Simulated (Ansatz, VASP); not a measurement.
PtS2: VASP beside Ansatz

File INCAR:

```
PREC = Accurate ; ENCUT = 520
EDIFF = 1E-6 ; ISMEAR = 0
SIGMA = 0.05 ; LREAL = False
LASPH = True ; NELM = 60
ALGO = Normal ; ISIF = 2
LWAVE = False ; LCHARG = False
GGA = PS ; NBANDS = 18
```

Contents of KPOINTS:

```
Automatic mesh
0
Gamma
  12 12 8
```

File POSCAR:

```
PtS2
1.0
    3.5431994758      0.0000000000      0.0000000000
   -1.7715997379      3.0685007567      0.0000000000
    0.0000000000      0.0000000000      5.0388000000
Pt S
1 2
Direct
    0.0000000000      0.0000000000      0.0000000000
    0.3333333333      0.6666666667      0.2500000000
    0.6666666667      0.3333333333      0.7500000000
```

Input for Ansatz:

```yaml
crystal:
  lattice:
    - [3.5431994758, 0.0, 0.0]
    - [-1.7715997379, 3.0685007567, 0.0]
    - [0.0, 0.0, 5.0388]
  atoms:
    - { symbol: Pt, position: [0.0, 0.0, 0.0] }
    - { symbol: S, position: [0.3333333333, 0.6666666667, 0.25] }
    - { symbol: S, position: [0.6666666667, 0.3333333333, 0.75] }
basis:
  ecutwfc: 420
kpoints:
  mp_grid: { grid: [12, 12, 8] }
hamiltonian:
  xc: pbesol
scf:
  occupations: { method: gaussian, width: 0.05 }
output:
  forces: true
  stress: true
  eigenvalues: true
  write_density: true
  write_potential: true
  elf: true
  volumetric_format: npy
```

Alike in both runs: task single point; functional PBEsol; k mesh 12 × 12 × 8; occupations gaussian, width 0.05 eV; no spin polarisation.

|  | VASP | Ansatz |
| --- | --- | --- |
| version | VASP 6.6.1 | Ansatz 0.2.0 |
| potentials or method | VASP PAW PBE potentials, release 64 (Pt, S) | scalar-relativistic, plane waves, PAW |
| plane-wave cutoff (eV) | 520 | 420 |
| valence electrons in the cell | 22 | 30 |

```csv
,VASP,Ansatz,Ansatz less VASP
gap on the k mesh at the Fermi level (eV),0.49,0.48,-0.004
least direct gap on the mesh (eV),0.73,0.72,-0.010
pressure (GPa),-3.1,-2.8,+0.25
largest component of the traceless stress (GPa),1.52,1.62,+0.105
rms of the force components (eV/Å),0.279,0.267,-0.0118
```

Atom by atom the forces differ by 0.012 eV/Å (rms over components). With one functional, cell and mesh, what is left measures potentials, basis and numerics. The two sets of potentials don't hold the same shells in valence.

Caveats: the PAW data sets were made with another functional, which shifts forces and pressure a little (VASP); spin-orbit coupling is left out, which moves the levels of the heavy elements; the cell's inner coordinates are idealised or old, which leaves forces on the atoms.
